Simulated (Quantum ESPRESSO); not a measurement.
# C (Fd-3m) in Quantum ESPRESSO: further runs, part 2 of 2

Quantum ESPRESSO 7.5. The steps go on from the part before.

### 3 Phonons, AM05

Contents of pw.in:

```
&CONTROL
  calculation = 'scf'
  prefix = 'pwscf'
  outdir = './tmp'
  pseudo_dir = './pseudo'
  tprnfor = .true.
  tstress = .true.
  disk_io = 'low'
/
&SYSTEM
  ibrav = 0
  nat = 2
  ntyp = 1
  ecutwfc = 82
  nbnd = 9
  input_dft = 'XC-000I-000I-120L-135L-000I-000I'
  occupations = 'smearing'
  smearing = 'mv'
  degauss = 0.00999582
/
&ELECTRONS
  conv_thr = 4d-10
  electron_maxstep = 120
  mixing_beta = 0.5
/
ATOMIC_SPECIES
C     12.0110 C.upf
CELL_PARAMETERS angstrom
   0.0000000000    1.7833700000    1.7833700000
   1.7833700000    0.0000000000    1.7833700000
   1.7833700000    1.7833700000    0.0000000000
ATOMIC_POSITIONS crystal
C      0.7500000000    0.7500000000    0.7500000000
C      0.5000000000    0.5000000000    0.5000000000
K_POINTS automatic
13 13 13 0 0 0
```

Contents of scf2.in:

```
&CONTROL
  calculation = 'scf'
  prefix = 'pwscf'
  outdir = './tmp'
  pseudo_dir = './pseudo'
  tprnfor = .true.
  tstress = .true.
  disk_io = 'low'
/
&SYSTEM
  ibrav = 0
  nat = 2
  ntyp = 1
  ecutwfc = 82
  nbnd = 9
  input_dft = 'XC-000I-000I-120L-135L-000I-000I'
  occupations = 'fixed'
/
&ELECTRONS
  conv_thr = 1d-13
  electron_maxstep = 120
  mixing_beta = 0.5
  startingpot = 'file'
  startingwfc = 'file'
/
ATOMIC_SPECIES
C     12.0110 C.upf
CELL_PARAMETERS angstrom
   0.0000000000    1.7833700000    1.7833700000
   1.7833700000    0.0000000000    1.7833700000
   1.7833700000    1.7833700000    0.0000000000
ATOMIC_POSITIONS crystal
C      0.7500000000    0.7500000000    0.7500000000
C      0.5000000000    0.5000000000    0.5000000000
K_POINTS automatic
13 13 13 0 0 0
```

Contents of ph.in:

```
phonons of C
&INPUTPH
  prefix = 'pwscf'
  outdir = './tmp'
  tr2_ph = 1d-16
  fildyn = 'dyn'
  niter_ph = 60
  alpha_mix(1) = 0.7
  epsil = .true.
/
0.0000000000 0.0000000000 0.0000000000
```

Contents of dynmat.in:

```
&INPUT
  fildyn = 'dyn'
  asr = 'crystal'
  lperm = .true.
  filout = 'dynmat.eig'
/
```

Contents of dynmat_lo.in:

```
&INPUT
  fildyn = 'dyn'
  asr = 'crystal'
  filout = 'dynmat_lo.eig'
  q(1) = 0
  q(2) = 0
  q(3) = 1
/
```

Potentials or basis: PseudoDojo 0.4.1 SR PBE standard.

Run with:

```console
$ OMP_NUM_THREADS=1 pw.x -in pw.in > pw.out
$ OMP_NUM_THREADS=1 pw.x -in scf2.in > scf2.out
$ OMP_NUM_THREADS=1 ph.x -in ph.in > ph.out
$ OMP_NUM_THREADS=1 dynmat.x -in dynmat.in > dynmat.out
$ OMP_NUM_THREADS=1 dynmat.x -in dynmat_lo.in > dynmat_lo.out
```

pw.out:

```text
This program is part of the open-source Quantum ESPRESSO suite
     for quantum simulation of materials; please cite
         "P. Giannozzi et al., J. Phys.:Condens. Matter 21 395502 (2009);
         "P. Giannozzi et al., J. Phys.:Condens. Matter 29 465901 (2017);
         "P. Giannozzi et al., J. Chem. Phys. 152 154105 (2020);
     in publications or presentations arising from this work. More details at

     IMPORTANT: XC functional enforced from input :
     Exchange-correlation= XC-000I-000I-120L-135L-000I-000I
                           (   0   0 120 135   0   0   0)
     Any further DFT definition will be discarded
     Please, verify this is what you really want

     Message from routine setup:
     using ibrav=0 with symmetry is DISCOURAGED, use correct ibrav instead

     G-vector sticks info
     --------------------
     sticks:   dense  smooth     PW     G-vecs:    dense   smooth      PW
     Sum         511     511    163                 7727     7727    1411

     Using Slab Decomposition

     bravais-lattice index     =            0
     lattice parameter (alat)  =       4.7660  a.u.
     unit-cell volume          =      76.5510 (a.u.)^3
     number of atoms/cell      =            2
     number of atomic types    =            1
     number of electrons       =         8.00
     number of Kohn-Sham states=            9
     kinetic-energy cutoff     =      82.0000  Ry
     charge density cutoff     =     328.0000  Ry
     scf convergence threshold =      4.0E-10
     mixing beta               =       0.5000
     number of iterations used =            8  plain     mixing
     Exchange-correlation= XC-000I-000I-120L-135L-000I-000I
                           (   0   0 120 135   0   0   0)

     celldm(1)=   4.766014  celldm(2)=   0.000000  celldm(3)=   0.000000
     celldm(4)=   0.000000  celldm(5)=   0.000000  celldm(6)=   0.000000

     crystal axes: (cart. coord. in units of alat)
               a(1) = (   0.000000   0.707107   0.707107 )
               a(2) = (   0.707107   0.000000   0.707107 )
               a(3) = (   0.707107   0.707107   0.000000 )

     reciprocal axes: (cart. coord. in units 2 pi/alat)
               b(1) = ( -0.707107  0.707107  0.707107 )
               b(2) = (  0.707107 -0.707107  0.707107 )
               b(3) = (  0.707107  0.707107 -0.707107 )

     PseudoPot. # 1 for C  read from file:
     C.upf
     Pseudo is Norm-conserving + core correction, Zval =  4.0
     Generated using ONCVPSP code by D. R. Hamann
     Using radial grid of 1248 points,  4 beta functions with:
                l(1) =   0
                l(2) =   0
                l(3) =   1
                l(4) =   1

     atomic species   valence    mass     pseudopotential
     C                 4.00    12.01100     C ( 1.00)

     48 Sym. Ops., with inversion, found (24 have fractional translation)

   Cartesian axes

     site n.     atom                  positions (alat units)
         1        C      tau(   1) = (   1.0606602   1.0606602   1.0606602  )
         2        C      tau(   2) = (   0.7071068   0.7071068   0.7071068  )

     number of k points=    84  Marzari-Vanderbilt smearing, width (Ry)=  0.0100
                       cart. coord. in units 2pi/alat
        k(    1) = (   0.0000000   0.0000000   0.0000000), wk =   0.0009103
        k(    2) = (   0.0543928   0.0543928  -0.0543928), wk =   0.0072827
        k(    3) = (   0.1087857   0.1087857  -0.1087857), wk =   0.0072827
        k(    4) = (   0.1631785   0.1631785  -0.1631785), wk =   0.0072827
        k(    5) = (   0.2175713   0.2175713  -0.2175713), wk =   0.0072827
        k(    6) = (   0.2719641   0.2719641  -0.2719641), wk =   0.0072827
[... 76 lines left out ...]
        k(   83) = (   0.0000000  -0.4351426   0.6527140), wk =   0.0218480
        k(   84) = (  -0.0543928  -0.3807498   0.7071068), wk =   0.0218480

     Dense  grid:     7727 G-vectors     FFT dimensions: (  32,  32,  32)

     WARNING: libxc functional with ID  120 depends
      on external parameters: check the user_guide of
      QE if you need to modify them or to check their
      default values.

     WARNING: libxc functional with ID  135 depends
      on external parameters: check the user_guide of
      QE if you need to modify them or to check their
      default values.

     Initial potential from superposition of free atoms

     starting charge       7.9999, renormalised to       8.0000
     Starting wfcs are    8 randomized atomic wfcs +    1 random wfcs

     Self-consistent Calculation

     iteration #  1     ecut=    82.00 Ry     beta= 0.50
     Davidson diagonalization with overlap
     ethr =  1.00E-02,  avg # of iterations =  4.8

     total energy              =     -23.97420810 Ry
     estimated scf accuracy    <       0.10635562 Ry

     iteration #  2     ecut=    82.00 Ry     beta= 0.50
     Davidson diagonalization with overlap
     ethr =  1.33E-03,  avg # of iterations =  1.1

     total energy              =     -23.97249385 Ry
     estimated scf accuracy    <       0.01494107 Ry

     iteration #  3     ecut=    82.00 Ry     beta= 0.50
     Davidson diagonalization with overlap
     ethr =  1.87E-04,  avg # of iterations =  2.1

     total energy              =     -23.97387560 Ry
     estimated scf accuracy    <       0.00015780 Ry

     iteration #  4     ecut=    82.00 Ry     beta= 0.50
     Davidson diagonalization with overlap
     ethr =  1.97E-06,  avg # of iterations =  5.7

     total energy              =     -23.97390029 Ry
     estimated scf accuracy    <       0.00000314 Ry

     iteration #  5     ecut=    82.00 Ry     beta= 0.50
     Davidson diagonalization with overlap
     ethr =  3.93E-08,  avg # of iterations =  2.0

     total energy              =     -23.97390089 Ry
     estimated scf accuracy    <       0.00000019 Ry

     iteration #  6     ecut=    82.00 Ry     beta= 0.50
     Davidson diagonalization with overlap
     ethr =  2.40E-09,  avg # of iterations =  1.2

     total energy              =     -23.97390086 Ry
     estimated scf accuracy    <       0.00000009 Ry

     iteration #  7     ecut=    82.00 Ry     beta= 0.50
     Davidson diagonalization with overlap
     ethr =  1.17E-09,  avg # of iterations =  1.3

     total energy              =     -23.97390087 Ry
     estimated scf accuracy    <          1.1E-09 Ry

     iteration #  8     ecut=    82.00 Ry     beta= 0.50
     Davidson diagonalization with overlap
     ethr =  1.43E-11,  avg # of iterations =  2.0

     End of self-consistent calculation

          k = 0.0000 0.0000 0.0000 (   941 PWs)   bands (ev):

    -8.2237  13.4023  13.4023  13.4023  18.9474  18.9474  18.9474  26.6588
    32.3673

          k = 0.0544 0.0544-0.0544 (   944 PWs)   bands (ev):

    -8.0592  12.3183  13.1181  13.1181  19.3177  19.3177  19.5840  26.7995
    32.6526

          k = 0.1088 0.1088-0.1088 (   941 PWs)   bands (ev):

    -7.5674  10.0210  12.4795  12.4795  20.1531  20.1531  20.6108  27.2067
    33.2890

          k = 0.1632 0.1632-0.1632 (   947 PWs)   bands (ev):

    -6.7539   7.3945  11.7900  11.7900  20.9923  20.9923  21.3652  27.7945
    33.7764

          k = 0.2176 0.2176-0.2176 (   956 PWs)   bands (ev):

    -5.6315   4.7711  11.2085  11.2085  21.5391  21.5391  21.8187  28.3785
    34.0141

          k = 0.2720 0.2720-0.2720 (   947 PWs)   bands (ev):

    -4.2367   2.3228  10.8009  10.8009  21.7642  21.7642  22.0685  28.7651
    34.4113

          k = 0.3264 0.3264-0.3264 (   969 PWs)   bands (ev):

    -2.7609   0.3065  10.5928  10.5928  21.8140  21.8140  22.1805  28.9161
    34.9884

          k = 0.1088-0.0000 0.0000 (   945 PWs)   bands (ev):

    -8.0044  12.5903  12.5903  12.8714  18.7706  19.9462  19.9462  26.7726
    32.7583

          k = 0.1632 0.0544-0.0544 (   943 PWs)   bands (ev):

    -7.6218  10.7981  11.8483  12.5827  19.0202  20.9241  20.9517  26.8677
    33.3156
[... 346 lines left out ...]
          k =-0.1088-0.4351 0.6527 (   962 PWs)   bands (ev):

    -0.7336   2.5704   5.0627   6.6662  21.4701  23.6660  25.5412  28.4203
    32.9801

          k =-0.0544-0.3807 0.5983 (   960 PWs)   bands (ev):

    -0.0753   1.9452   4.5581   6.8369  21.8871  24.4708  26.4864  26.9729
    32.2104

          k = 0.0000-0.3264 0.5439 (   966 PWs)   bands (ev):

    -1.2517   3.0318   4.6036   7.4799  22.3982  23.4229  25.7371  28.1466
    31.9248

          k =-0.0544-0.4895 0.7071 (   964 PWs)   bands (ev):

    -0.0507   2.0770   5.5248   5.9127  20.8245  21.4350  27.4809  28.8273
    34.6249

          k = 0.0000-0.4351 0.6527 (   964 PWs)   bands (ev):

     0.8576   1.5083   4.5064   6.0951  21.4253  23.5463  26.8416  27.4039
    33.7425

          k =-0.0544-0.3807 0.7071 (   961 PWs)   bands (ev):

     0.5365   1.9954   4.6248   5.6152  23.4852  23.6001  25.4656  26.7631
    33.7313

     the Fermi energy is    13.9981 ev

!    total energy              =     -23.97390087 Ry
     estimated scf accuracy    <          2.7E-11 Ry
     smearing contrib. (-TS)   =       0.00000000 Ry
     internal energy E=F+TS    =     -23.97390087 Ry

     The total energy is F=E-TS. E is the sum of the following terms:
     one-electron contribution =       8.27067686 Ry
     hartree contribution      =       1.89059432 Ry
     xc contribution           =      -8.56048355 Ry
     ewald contribution        =     -25.57468850 Ry

     convergence has been achieved in   8 iterations

     Forces acting on atoms (cartesian axes, Ry/au):

     atom    1 type  1   force =     0.00000000    0.00000000    0.00000000
     atom    2 type  1   force =     0.00000000    0.00000000    0.00000000

     Total force =     0.000000     Total SCF correction =     0.000000

     Computing stress (Cartesian axis) and pressure

          total   stress  (Ry/bohr**3)                   (kbar)     P=      -54.52
  -0.00037059   0.00000000   0.00000000          -54.52        0.00        0.00
   0.00000000  -0.00037059   0.00000000            0.00      -54.52        0.00
   0.00000000   0.00000000  -0.00037059            0.00        0.00      -54.52

=------------------------------------------------------------------------------=
   JOB DONE.
=------------------------------------------------------------------------------=
```

Wall time 1.7 min (1 thread of Arm Neoverse V1, shared host); peak memory 0.05 GiB.

What came out:

```
Free energy                             : -326.1815 eV
Pressure after relaxing                 : -5.5 GPa
Band gap on the k mesh                  : 4.01 eV, indirect (least direct gap 5.55 eV)
Electronic dielectric tensor (diagonal) : 5.82
Born charges (mean of the diagonal)     : C -0.00 e
Highest phonon frequency at Γ           : 1295 cm⁻¹
Static dielectric tensor (diagonal)     : 5.82
```

Phonon frequencies in cm⁻¹ (negative: imaginary):
| q point | frequencies |
| --- | --- |
| (0.000, 0.000, 0.000) | -14 -14 -14 1295 1295 1295 |

Electronic dielectric tensor:
```
5.82 0.00 0.00
0.00 5.82 0.00
0.00 0.00 5.82
```

Born effective charge tensors (e):
atom 1, C
```
0.00 0.00 0.00
0.00 0.00 0.00
0.00 0.00 0.00
```
atom 2, C
```
0.00 0.00 0.00
0.00 0.00 0.00
0.00 0.00 0.00
```

Optical modes at Γ, degenerate ones joined, polar ones without the macroscopic field:
```csv
cm⁻¹,components,symmetry,active in,"IR intensity, summed ((D/Å)²/amu)"
1295,3,T2g,Raman,0.00
```

Static dielectric tensor, electrons and zone-centre modes:
```
5.82 0.00 0.00
0.00 5.82 0.00
0.00 0.00 5.82
```

Caveat: the potentials were made for another functional, which shifts forces and pressure; the cell is more than 3 GPa from zero pressure, which shifts response properties; this smearing can shift energies of a crystal with a gap; on a mesh that holds Γ this program's dielectric tensor can be off by some percent beyond the error of the mesh; an odd mesh through Γ misses points on the zone boundary, where band edges often lie. A hybrid or GW would open this gap; AM05 tends to underestimate it.
